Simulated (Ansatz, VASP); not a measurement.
One calculation of Si, two programs

```
Si
1.0
     0.00000    2.71270    2.71270
     2.71270    0.00000    2.71270
     2.71270    2.71270    0.00000
Si
2
Direct
  0.50000 0.50000 0.50000
  0.75000 0.75000 0.75000
```

Alike in both runs: task single point; functional PBE; k mesh 10 × 10 × 10; occupations gaussian, width 0.05 eV; no spin polarisation.

|  | VASP | Ansatz |
| --- | --- | --- |
| version | VASP 6.6.1 | Ansatz 0.2.0 |
| potentials or method | VASP PAW PBE potentials, release 64 (Si) | scalar-relativistic, plane waves, PAW |
| plane-wave cutoff (eV) | 520 | 420 |
| valence electrons in the cell | 8 | 8 |

```csv
,VASP,Ansatz,Ansatz less VASP
gap on the k mesh at the Fermi level (eV),0.58,0.58,-0.001
least direct gap on the mesh (eV),2.57,2.56,-0.005
pressure (GPa),2.2,2.3,+0.07
```

A k mesh can miss the band edges.
